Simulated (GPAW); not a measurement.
**Zn K-edge XANES of zinc-blende (ZnS)₁₋ₓ(ZnSe)ₓ at x = 0**

What does the Zn K edge look like in zinc-blende (ZnS)₁₋ₓ(ZnSe)ₓ at x = 0?

Program: GPAW 26.7.0. Level of theory: X-ray absorption from dipole matrix elements to empty bands, plane-wave PAW LDA. Results are calculated unless marked as measured.

### Step 1. Starting point

The structure is cubic, space group F-43m (No. 216). The conventional cell has a = 5.410 Å, b = 5.410 Å, c = 5.410 Å, α = 90.00°, β = 90.00°, γ = 90.00°. Nearest to Zn lie 4 S at 2.34 Å. S has 4 Zn at 2.34 Å nearest. 16-atom zinc-blende cell, 0 of 8 S sites taken by Se at random, lattice constants typed for the ends and interpolated (Vegard). Farther neighbours and most contacts between anions are not listed.

Structure file:

```xyz
16
Lattice="0.0000 5.4100 5.4100 5.4100 0.0000 5.4100 5.4100 5.4100 0.0000" Properties=species:S:1:pos:R:3 pbc="T T T"
Zn    0.0000    0.0000    0.0000
S     1.3525    1.3525    1.3525
Zn    2.7050    2.7050    0.0000
S     4.0575    4.0575    1.3525
Zn    2.7050    0.0000    2.7050
S     4.0575    1.3525    4.0575
Zn    5.4100    2.7050    2.7050
S     6.7625    4.0575    4.0575
Zn    0.0000    2.7050    2.7050
S     1.3525    4.0575    4.0575
Zn    2.7050    5.4100    2.7050
S     4.0575    6.7625    4.0575
Zn    2.7050    2.7050    5.4100
S     4.0575    4.0575    6.7625
Zn    5.4100    5.4100    5.4100
S     6.7625    6.7625    6.7625
```

### Step 2. The field without a hole

The ground state comes first: it tells whether the system has a gap, which decides how the excited electron is treated.

scf.py reads:

```python
import numpy as np
from ase import Atoms
from ase.parallel import parprint, paropen
from gpaw import GPAW, PW, FermiDirac, Mixer, MixerDif, setup_paths
from gpaw.test import gen
setup_paths.insert(0, '.')
gen('Zn', name='nch1s', xcname='LDA', corehole=(1, 0, 0), write_xml=True)
from gpaw.mpi import world
world.barrier()

atoms = Atoms('ZnSZnSZnSZnSZnSZnSZnSZnS',
    cell=[[0, 5.41, 5.41],
     [5.41, 0, 5.41],
     [5.41, 5.41, 0]],
    scaled_positions=[[0, 0, 0],
     [0.125, 0.125, 0.125],
     [0, 0, 0.5],
     [0.125, 0.125, 0.625],
     [0, 0.5, 0],
     [0.125, 0.625, 0.125],
     [0, 0.5, 0.5],
     [0.125, 0.625, 0.625],
     [0.5, 0, 0],
     [0.625, 0.125, 0.125],
     [0.5, 0, 0.5],
     [0.625, 0.125, 0.625],
     [0.5, 0.5, 0],
     [0.625, 0.625, 0.125],
     [0.5, 0.5, 0.5],
     [0.625, 0.625, 0.625]],
    pbc=True)
atoms.calc = calc = GPAW(legacy_gpaw=True, mode=PW(400, force_complex_dtype=True), xc='LDA', setups={0: 'nch1s'},
    kpts={'size': (4, 4, 4), 'gamma': True}, occupations=FermiDirac(0.05),
    charge=0, mixer=Mixer(0.1, 5, 50), maxiter=150,
    convergence={'density': 0.0001, 'eigenstates': 1e-6}, txt='scf.txt')
energy = atoms.get_potential_energy() + calc.get_reference_energy()
ef = calc.get_fermi_level()
out = dict(energy=energy, fermi=ef, forces=atoms.get_forces().tolist())
parprint(f'all-electron energy {energy:.4f} eV, Fermi level {ef:.4f} eV')
ev = np.array([[calc.get_eigenvalues(k, s) for k in range(len(calc.get_ibz_k_points()))] for s in range(calc.get_number_of_spins())])
out['homo'], out['lumo'], out['counts'] = ev[ev < ef].max(), ev[ev > ef].min(), sorted(set((ev < ef).sum((0, 2)).tolist()))
out['filled'] = (ev[:, 0] < ef).sum(1).tolist()
import json
with paropen('out.json', 'w') as f:
    json.dump(out, f)
```

Launch:

```bash
OMP_NUM_THREADS=1 mpirun -n 4 gpaw python scf.py
```

Numbers of over 12 decimals in the logs are rounded to 6 here.

Output:

```text
Input parameters:
  convergence: {density: 0.0001,
                eigenstates: 1e-06}
  kpts: {gamma: True,
         size: (4, 4, 4)}
  maxiter: 150
  mixer: {backend: pulay,
          beta: 0.1,
          method: separate,
          nmaxold: 5,
          weight: 50}
  mode: {ecut: 400.0,
         force_complex_dtype: True,
         name: pw}
  occupations: {fixmagmom: False,
                name: fermi-dirac,
                width: 0.05}
  setups: {0: nch1s}

Initialize ...

[... PAW data sets ...]

Reference energy: -476899.885178  # eV

Spin-paired calculation

[... convergence settings ...]
Symmetries present (total): 24
  [... symmetry matrices ...]

64 k-points: 4 x 4 x 4 Monkhorst-Pack grid + [1/8,1/8,1/8]
8 k-points in the irreducible part of the Brillouin zone
       k-points in crystal coordinates                weights
   0:     0.00000000    0.00000000    0.00000000          1/64
   1:     0.25000000    0.25000000    0.00000000          6/64
   2:     0.25000000    0.25000000    0.25000000          8/64
   3:     0.50000000    0.25000000   -0.25000000          6/64
   4:     0.50000000    0.25000000    0.25000000         12/64
   5:     0.50000000    0.50000000    0.00000000          3/64
   6:     0.50000000    0.50000000    0.25000000         24/64
   7:     0.50000000    0.50000000    0.50000000          4/64

Wave functions: Plane wave expansion
  Cutoff energy: 400.000 eV
  Number of coefficients (min, max): 5720, 5780
  Pulay-stress correction: 0.000000 eV/Ang^3 (de/decut=0.000000)
  Using FFTW library
  Wavefunction extrapolation:
    Improved wavefunction reuse through dual PAW basis

Occupation numbers: Fermi-Dirac:
  width: 0.0500  # eV

Eigensolver
   Davidson(niter=2)

Densities:
  Coarse grid: 36*36*36 grid
  Fine grid: 72*72*72 grid
  Total Charge: 0.000000

Density mixing:
  Method: separate
  Backend: pulay
  Linear mixing parameter: 0.1
  old densities: 5
  Width of damping distribution: 1.1
  Damping of long wavelength oscillations: 50

[... Hamiltonian set-up ...]
Number of atoms: 16
Number of atomic orbitals: 104
Number of bands in calculation: 91
Number of valence electrons: 144
Bands to converge: occupied

... initialized

Initializing position-dependent things.

Density initialized from atomic densities
Creating initial wave functions:
  91 bands from LCAO basis set

                            S
                    S
                        Zn
                     S
               Zn
             S   Zn       S

         Zn       S   Zn
                    S
              Zn
           S
               Zn
       Zn

Atomic positions and initial magnetic moments

Positions:
   0 Zn     0.000000    0.000000    0.000000    ( 0.0000,  0.0000,  0.0000)
   1 S      1.352500    1.352500    1.352500    ( 0.0000,  0.0000,  0.0000)
   2 Zn     2.705000    2.705000    0.000000    ( 0.0000,  0.0000,  0.0000)
   3 S      4.057500    4.057500    1.352500    ( 0.0000,  0.0000,  0.0000)
   4 Zn     2.705000    0.000000    2.705000    ( 0.0000,  0.0000,  0.0000)
   5 S      4.057500    1.352500    4.057500    ( 0.0000,  0.0000,  0.0000)
   6 Zn     5.410000    2.705000    2.705000    ( 0.0000,  0.0000,  0.0000)
[...]
13 S      4.057500    4.057500    6.762500    ( 0.0000,  0.0000,  0.0000)
  14 Zn     5.410000    5.410000    5.410000    ( 0.0000,  0.0000,  0.0000)
  15 S      6.762500    6.762500    6.762500    ( 0.0000,  0.0000,  0.0000)

Unit cell:
           periodic     x           y           z      points  spacing
  1. axis:    yes    0.000000    5.410000    5.410000    36     0.1735
  2. axis:    yes    5.410000    0.000000    5.410000    36     0.1735
  3. axis:    yes    5.410000    5.410000    0.000000    36     0.1735

  Lengths:   7.650895   7.650895   7.650895
  Angles:   60.000000  60.000000  60.000000

Effective grid spacing dv^(1/3) = 0.1893

iter:   1   -67.057921
iter:   2   -67.088558   -0.06  -1.20
iter:   3   -65.774852   -1.02  -1.27
iter:   4   -65.878973   -1.58  -1.57
iter:   5   -65.833517   -1.84  -1.65
iter:   6   -65.782220   -2.45  -2.09
iter:   7   -65.751465   -2.44  -2.67
iter:   8   -65.749646c  -2.77  -2.73
iter:   9   -65.746635c  -3.56  -2.85
iter:  10   -65.746558c  -4.09  -3.28
iter:  11   -65.746514c  -4.23  -3.76
iter:  12   -65.746526c  -4.34  -4.17c
iter:  13   -65.746533c  -4.65  -4.92c
iter:  14   -65.746538c  -4.96  -4.98c
iter:  15   -65.746540c  -5.09  -4.93c
iter:  16   -65.746541c  -5.31  -5.07c
iter:  17   -65.746542c  -5.53  -5.21c
iter:  18   -65.746543c  -5.60  -5.27c
iter:  19   -65.746543c  -5.97  -5.31c
iter:  20   -65.746544c  -6.08c -5.63c

Converged after 20 iterations.

Dipole moment: (-24.246853, -24.246853, -24.246853) |e|*Ang

Energy contributions relative to reference atoms: (reference = -476899.885178)

Kinetic:        +63.234345
Potential:      -53.469645
External:        +0.000000
XC:             -75.470631
Entropy (-ST):   -0.000000
Local:           -0.040612
SIC:             +0.000000
--------------------------
Free energy:    -65.746544
Extrapolated:   -65.746544

Showing only first 2 kpts
 Kpt  Band  Eigenvalues  Occupancy
  0    70      3.43710    2.00000
  0    71      3.43710    2.00000
  0    72      5.28214    0.00000
  0    73      6.51885    0.00000

  1    70      3.02231    2.00000
  1    71      3.02231    2.00000
  1    72      6.51764    0.00000
  1    73      6.92744    0.00000

Fermi level: 4.39106

Gap: 1.845 eV
Transition (v -> c):
  (s=0, k=0, n=71, [0.00, 0.00, 0.00]) -> (s=0, k=0, n=72, [0.00, 0.00, 0.00])
No difference between direct/indirect transitions

Forces in eV/Ang:
  0 Zn    0.00000   -0.00000   -0.00000
  1 S     0.00000    0.00000    0.00000
  2 Zn    0.00000   -0.00000   -0.00001
  3 S    -0.00000   -0.00000    0.00000
  4 Zn    0.00000   -0.00001   -0.00000
  5 S    -0.00000    0.00000   -0.00000
  6 Zn    0.00001   -0.00000   -0.00000
[...]
13 S     0.00000    0.00000   -0.00000
 14 Zn   -0.00000    0.00000    0.00000
 15 S    -0.00000   -0.00000   -0.00000
Scalar-relativistic atomic LDA calculation for Zn (Zinc, Z=30)
Core hole in 1s state (1s occupation: 2.0)
600 radial gridpoints.
|------------------------------------------------|
|------------------------------------------------|
[... the atom generator's iteration count ...]

Energy contributions:
-------------------------
Kinetic:    +1820.136505
XC:           -68.759408
Potential:  -3544.299429
-------------------------
Total:      -1792.922333

state      eigenvalue         ekin         rmax
-----------------------------------------------
1s^2.0 :  -349.206168   449.580746        0.033
2s^2.0 :   -42.473795    85.129008        0.190
2p^6.0 :   -36.877768    83.147768        0.152
3s^2.0 :    -4.724967    18.930386        0.589
3p^6.0 :    -3.060180    16.736648        0.592
3d^10.0:    -0.383140    11.061255        0.564
4s^2.0 :    -0.228494     1.468588        2.078
4p^0.0 :    -0.045217     0.573191        3.031
-----------------------------------------------
(units: Bohr and Hartree)

Generating PAW setup
Kinetic energy of the core from tauc = 1724.019189
Cutoffs:
rc(s)=2.430
rc(p)=2.400
rc(d)=2.230
rc(vbar)=2.260
rc(comp)=2.200
rc(nct)=2.430

Kinetic energy of the core states: 1706.586777
Charge: 0.0
Core electrons: 18.0
Valence electrons: 12.0
Pseudo-core charge: 0.107007
Shape function alpha=2.066
Pseudo-electron charge 3.914685
state    eigenvalue         norm
--------------------------------
4s(2) :    -0.228494     1.130383
*s    :     0.771506
4p(0) :    -0.045217     1.008310
*p    :     0.954783
3d(10):    -0.383140     0.154691
*d    :     0.616860
--------------------------------

Diagonalizing with gridspacing h=0.050

state   all-electron     PAW
-------------------------------
4s:      -0.228494    -0.228671
4p:      -0.045217    -0.045275
3d:      -0.383140    -0.383726
*f:                    0.072913
-------------------------------
all-electron energy -476965.6317 eV, Fermi level 4.3911 eV
```

Run time: 43 s. Hardware: 4 MPI ranks of Arm Neoverse V2, shared host; peak memory 0.32 GiB; 2.8 min of CPU time.

The mesh shows a gap of 1.84 eV. The excited electron is kept all the same, so that all members of the series, with or without a gap, are treated alike.

### Step 3. Reference energy of the cell

The photon energy needs a difference of total energies, so the cell and mesh of the coming hole run are first run without a hole.

scf.py, as its differences from that of step 2:

```diff
@@ -32,3 +32,3 @@
 atoms.calc = calc = GPAW(legacy_gpaw=True, mode=PW(400, force_complex_dtype=True), xc='LDA', setups={0: 'nch1s'},
-    kpts={'size': (4, 4, 4), 'gamma': True}, occupations=FermiDirac(0.05),
+    kpts={'size': (3, 3, 3), 'gamma': True}, occupations=FermiDirac(0.02),
     charge=0, mixer=Mixer(0.1, 5, 50), maxiter=150,
```

Output:

```text
Input parameters:
  convergence: {density: 0.0001,
                eigenstates: 1e-06}
  kpts: {gamma: True,
         size: (3, 3, 3)}
  maxiter: 150
  mixer: {backend: pulay,
          beta: 0.1,
          method: separate,
          nmaxold: 5,
          weight: 50}
  mode: {ecut: 400.0,
         force_complex_dtype: True,
         name: pw}
  occupations: {fixmagmom: False,
                name: fermi-dirac,
[...]
*s    :     0.771506
4p(0) :    -0.045217     1.008310
*p    :     0.954783
3d(10):    -0.383140     0.154691
*d    :     0.616860
--------------------------------

Diagonalizing with gridspacing h=0.050

state   all-electron     PAW
-------------------------------
4s:      -0.228494    -0.228671
4p:      -0.045217    -0.045275
3d:      -0.383140    -0.383726
*f:                    0.072913
-------------------------------
all-electron energy -476965.5993 eV, Fermi level 4.0451 eV
[key lines of the parts left out:]
Converged after 20 iterations.
Dipole moment: (-24.237322, -24.237322, -24.237322) |e|*Ang
Free energy:    -65.714130
Fermi level: 4.04505
```

The job ended after 24 s (4 MPI ranks; peak memory 0.31 GiB; 97 s of CPU time).

Reference energy: -476965.599 eV with the cores included.

(Continued in part 2 of 2.)

[Banner, clock and machine lines of the logs are left out without a mark of their own.]

[Logs are printed without paths, hosts, clocks, repeated set-up lines and the standing remarks that a program may print on its own settings, such as how far it seeks lower states.]

[Hosts, paths, dates, database ids (printed as entryN), source tags and the programs' standing remarks are cut or masked in the printed files.]

[Lists of maxima count a maximum above −3 eV only where it reaches 4 % of the highest in the window and stands out from its surroundings by 2 % of it (1.5 % where it reaches 55 %); shoulders and weaker maxima are passed over, and of the rest the first, up to two pre-edge ones and the few strongest are named.]
